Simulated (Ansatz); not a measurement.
# ZnCu in Ansatz: the effect of functional

ZnCu:

```
CELL_PARAMETERS angstrom
2.96450 0.00000 0.00000
0.00000 2.96450 0.00000
0.00000 0.00000 2.96450
ATOMIC_POSITIONS crystal
Zn 0.50000 0.50000 0.50000
Cu 0.00000 0.00000 0.00000
```

The cell isn't the ideal one: volume scaled by 1.02.

Alike in all runs:

* Program: Ansatz 0.2.0
* Task: single point
* Potentials or basis: Ansatz PAW
* k mesh: 9 × 9 × 9
* Occupations: fermi-dirac, width 0.05 eV
* Spin: no spin polarisation

| functional | cutoff | pressure (GPa) |
| --- | --- | --- |
| LDA | 420 eV (not typed: the program's choice for these potentials) | -11.5 |
| r2SCAN | 500 eV (not typed: the program's choice for these potentials) | ? |
| PBE | 420 eV (not typed: the program's choice for these potentials) | 0.2 |

Problem. What does the run with functional r2SCAN give?

Solution. Pressure -5.4 GPa.

Caveats: the PAW data sets come from PBE, with cores solved anew for the run's functional, which leaves a small shift of forces and pressure (some runs).
